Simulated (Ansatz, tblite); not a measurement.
# SnSe₂ with GFN2-xTB from a Python script

These are simulated results from tblite 0.8.0, not measurements. The cell was built from a prototype and was relaxed with r2SCAN+rVV10 in plane waves (Ansatz 0.2.0). Not every such cell is a known phase. All runs are without spin polarisation.

It is trigonal, R-3m (No. 166); a = 3.825 Å, c = 19.005 Å in the conventional setting, 26.75 Å³ an atom. Sn has 6 Se at 2.71 Å; Se has 3 Sn at 2.71 Å.

tblite solves periodic systems at the zone centre alone, so the script builds a cluster of 3×3×1 conventional cells (81 atoms), which folds in a coarse mesh of k points.

The script, run.py:

```python
import json
from ase import Atoms
from ase.build import make_supercell
from ase.units import Bohr, GPa, Hartree
from tblite.interface import Calculator

atoms = Atoms(['Sn', 'Se', 'Se'],
              cell=[[1.912292, 1.104062, 6.335094], [-1.912292, 1.104062, 6.335094], [-0.0, -2.208124, 6.335094]],
              scaled_positions=[[0.0, 0.0, 0.0], [0.250557, 0.250557, 0.250557], [0.749443, 0.749443, 0.749443]],
              pbc=True)
cluster = make_supercell(atoms, [[3, -3, 0], [0, 3, -3], [1, 1, 1]])
calc = Calculator('GFN2-xTB', cluster.numbers, cluster.positions / Bohr, lattice=cluster.cell[:] / Bohr, periodic=cluster.pbc)
calc.set('temperature', 0.02 / Hartree)
calc.set('max-iter', 150)
res = calc.singlepoint()
levels = res.get('orbital-energies') * Hartree
nv = round(res.get('orbital-occupations').sum() / 2)
cells = len(cluster) // len(atoms)
out = {'energy_per_cell': res.get('energy') * Hartree / cells, 'homo': levels[nv - 1], 'lumo': levels[nv],
       'stress': (-res.get('virial') * Hartree / cluster.get_volume() / GPa).tolist(), 'charges': res.get('charges')[:len(atoms)].tolist(), 'electrons': 2 * nv / cells}
json.dump(out, open('results.json', 'w'))
for key, value in out.items():
    print(key, value)
```

Command: `python run.py`. It took 16 s on 1 thread of Arm Neoverse V2, with other jobs on the host, peak memory 0.16 GiB.

Output:

```
------------------------------------------------------------
  cycle        total energy    energy error   density error
------------------------------------------------------------
      1     -204.0127795161  -2.0430621E+02   1.3710274E+00
      2      450.6354267466   6.5464821E+02   4.0750207E+00
      3      3073.797421207   2.6231620E+03   1.0717962E+01
      4     -229.3042695685  -3.3031017E+03   1.3402366E+00
      5     -215.8406888291   1.3463581E+01   1.0863056E+00
      6     -207.6456321077   8.1950567E+00   8.8138512E-01
      7     -205.2570044331   2.3886277E+00   7.3362517E-01
      8     -216.4258692396  -1.1168865E+01   3.0211959E-01
      9     -218.3161082657  -1.8902390E+00   2.6271443E-01
     10     -222.4671001905  -4.1509919E+00   2.0282003E-01
     11     -224.5160109571  -2.0489108E+00   1.8482114E-01
     12     -231.6506037596  -7.1345928E+00   1.7336729E-01
     13     -232.1326144960  -4.8201074E-01   1.7648176E-01
     14     -232.2029685274  -7.0354031E-02   1.6621394E-01
     15     -232.2291902250  -2.6221698E-02   1.1225467E-01
     16     -232.2284076826   7.8254240E-04   1.9789970E-02
     17     -232.2369673268  -8.5596442E-03   2.4622088E-02
     18     -232.2410130690  -4.0457422E-03   2.8173631E-02
     19     -232.2422534238  -1.2403548E-03   2.5487889E-02
     20     -232.2426867595  -4.3333576E-04   2.0041500E-02
     21     -232.2428151125  -1.2835299E-04   1.5037177E-02
     22     -232.2429478684  -1.3275588E-04   7.2933059E-03
     23     -232.2429700561  -2.2187719E-05   2.2644113E-03
     24     -232.2429862398  -1.6183704E-05   8.4318664E-04
     25     -232.2429896102  -3.3703732E-06   7.8948432E-04
     26     -232.2429831598   6.4504001E-06   8.2906342E-04
     27     -232.2429889835  -5.8237387E-06   8.4709409E-04
     28     -232.2429912013  -2.2177414E-06   8.3257131E-04
     29     -232.2429920673  -8.6597638E-07   8.2813865E-04
     30     -232.2429917397   3.2751257E-07   8.3476159E-04
     31     -232.2429917905  -5.0748184E-08   8.3400305E-04
     32     -232.2429929709  -1.1803824E-06   8.2245128E-04
     33     -232.2429960306  -3.0596942E-06   7.1077116E-04
     34     -232.2429990846  -3.0540036E-06   6.4483929E-04
     35     -232.2430017348  -2.6502671E-06   5.7121743E-04
     36     -232.2430015316   2.0327954E-07   5.7551800E-04
     37     -232.2430016895  -1.5791920E-07   5.6259560E-04
     38     -232.2430022406  -5.5107074E-07   5.4387130E-04
     39     -232.2430057915  -3.5509044E-06   4.6074617E-04
     40     -232.2430058784  -8.6892868E-08   4.8796575E-04
     41     -232.2430059643  -8.5916611E-08   5.0198630E-04
     42     -232.2430082373  -2.2730210E-06   4.4782248E-04
     43     -232.2430094640  -1.2267131E-06   4.2825892E-04
     44     -232.2430098159  -3.5192099E-07   3.7173836E-04
     45     -232.2430098614  -4.5524558E-08   3.1573119E-04
     46     -232.2430098934  -3.1986701E-08   2.8454399E-04
     47     -232.2430098928   6.8379791E-10   3.1008547E-04
     48     -232.2430098290   6.3731250E-08   2.6378371E-04
     49     -232.2430099474  -1.1836016E-07   2.2501810E-04
     50     -232.2430099407   6.6993096E-09   2.7200008E-04
     51     -232.2430099316   9.0878416E-09   2.4391425E-04
     52     -232.2430099671  -3.5495532E-08   1.7877910E-04
     53     -232.2430099831  -1.6050535E-08   1.1028146E-04
     54     -232.2430099839  -7.2063244E-10   1.0478441E-04
     55     -232.2430099831   7.1867134E-10   1.0769487E-04
     56     -232.2430099854  -2.2367885E-09   9.2462408E-05
     57     -232.2430099877  -2.2729978E-09   4.7434665E-05
     58     -232.2430099859   1.7096511E-09   9.1453674E-05
     59     -232.2430099864  -4.8552806E-10   9.7559382E-05
     60     -232.2430099990  -1.2580045E-08   9.1955439E-05
     61     -232.2430100061  -7.0589579E-09   7.2054254E-05
     62     -232.2430100074  -1.3256738E-09   6.7585433E-05
     63     -232.2430100076  -2.1208280E-10   6.6268627E-05
     64     -232.2430100124  -4.7514845E-09   4.7414740E-05
     65     -232.2430100124  -4.8828497E-11   4.7254920E-05
     66     -232.2430100114   9.5860742E-10   4.6572120E-05
     67     -232.2430100116  -1.2906298E-10   4.4112357E-05
     68     -232.2430100141  -2.5657130E-09   3.2758674E-05
     69     -232.2430100175  -3.3139997E-09   3.0370172E-05
     70     -232.2430100191  -1.6103456E-09   3.0843592E-05
     71     -232.2430100194  -3.5862513E-10   3.1137343E-05
     72     -232.2430100199  -5.2315841E-10   2.9050378E-05
     73     -232.2430100214  -1.4912871E-09   2.7497162E-05
     74     -232.2430100281  -6.6652319E-09   2.5638393E-05
     75     -232.2430100305  -2.4077451E-09   2.4668595E-05
     76     -232.2430100333  -2.7963267E-09   2.2063063E-05
     77     -232.2430100347  -1.3563977E-09   1.8518252E-05
------------------------------------------------------------

 total:                                  14.990 sec
energy_per_cell -234.06126657460095
homo -9.849053023781748
lumo -9.345261153683623
stress [[-0.00045792434848771857, -1.6323065745507708e-05, -1.6832108997531402e-07], [-1.6323065745621786e-05, -0.00046775301643915213, -6.189200342533699e-06], [-1.683210897021281e-07, -6.189200342661813e-06, 0.6068109770975391]]
charges [0.06539420094799872, -0.03268439933470001, -0.03268104786383857]
electrons 16.0
```

The cycle table is in hartree for the whole cluster, and the lines after it are in eV (the energy for one cell). The printed stress is in GPa and positive in compression, and the pressure is its mean diagonal.

GFN2-xTB gives a gap of 0.50 eV. On the same cell, plane-wave PBE (Ansatz, 8×8×8 k points and the special points) gives a gap of 0.30 eV and r2SCAN a gap of 0.58 eV; on shared hosts these took about 6.9 and 16 core-seconds on the 3-atom cell, against 16 for the script. Spin-orbit coupling, left out in all these runs, can cut or reorder the gap by tenths of an eV, up to about 1 eV with Pb or Bi. xTB was fitted to molecules, so gaps, charges and pressures of solids can be far off, and the gap also depends on the size of the cluster.

The same script was run on cells scaled at fixed shape and fractional coordinates:

| volume (Å³/atom) | energy (meV/atom) | pressure (GPa, positive in compression) | gap (eV) |
| --- | --- | --- | --- |
| 23.54 | 35.1 | 3.52 | 0.67 |
| 25.15 | 10.1 | 1.74 | 0.59 |
| 26.75 | 0.0 | 0.20 | 0.50 |
| 28.36 | 4.8 | -1.10 | 0.43 |
| 29.96 | 20.9 | -1.85 | 0.37 |

A Birch-Murnaghan fit puts the minimum at 27.03 Å³/atom, 1.0 % above the given cell, with a bulk modulus of 22.9 GPa at fixed shape.

xTB was fitted mostly to molecules, and a small cluster samples few k points, so gaps, pressures and kinks along a curve can be far from a solid's.

No spin-orbit coupling is included; it can move band edges with weight on the heavy atoms by tenths of an eV.
